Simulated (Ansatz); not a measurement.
Structure types of Zn were relaxed at one common pressure (all-electron LAPW in Ansatz 0.2.0 under PBE, scalar-relativistic, no spin polarisation, zero temperature). They take these volumes:

```
   type  space group  V (Å³/atom)
    fcc        Fm-3m         9.27
    bcc        Im-3m         9.31
    hcp     P6_3/mmc         9.25
diamond        Fd-3m        11.93
  omega       P6/mmm         9.39
     sc        Pm-3m        10.17
```

Task: At about which pressure, and is the densest type also the lowest in enthalpy?

Result: 120 GPa. The densest is hcp, and it is also the lowest in enthalpy among these.
